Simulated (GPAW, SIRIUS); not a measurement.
## Pd: 5 runs at one level of theory

```xyz
1
Lattice="0.0000 1.9465 1.9465 1.9465 0.0000 1.9465 1.9465 1.9465 0.0000" Properties=species:S:1:pos:R:3 pbc="T T T"
Pd    0.0000    0.0000    0.0000
```

Alike in all runs: task single point; functional PBE; k mesh 12 × 12 × 12; occupations fermi-dirac, width 0.05 eV; no spin polarisation; no spin-orbit coupling. Pressure is positive in compression and, in plane waves, holds the error of the finite cutoff.

```
                                         program and potentials  plane-wave cutoff (eV)                                    notes  band gap (eV)  pressure (GPa)
SIRIUS, in-house norm-conserving set, PBE (scalar relativistic)                    1127  18 valence electrons an atom on average         no gap            6.88
                         SIRIUS, SG15 1.2 PBE (norm-conserving)                    1127  18 valence electrons an atom on average         no gap            6.81
                                      SIRIUS, JTH 2.0 PBE (PAW)                     611  18 valence electrons an atom on average         no gap           14.34
                               SIRIUS, GBRV 1.5 PBE (ultrasoft)                     557  16 valence electrons an atom on average         no gap            7.57
                     GPAW, GPAW PAW data sets (gpaw-data 1.2.1)                     600  16 valence electrons an atom on average         no gap            6.90
```

None finds a gap. The pressure spans 6.81 (SIRIUS, SG15 1.2 PBE (norm-conserving)) to 14.34 GPa (SIRIUS, JTH 2.0 PBE (PAW)).

Differences between rows come from potentials, basis sets and numerical settings, since the functional is the same but for its coding. Runs on potential files found faulty are left out.
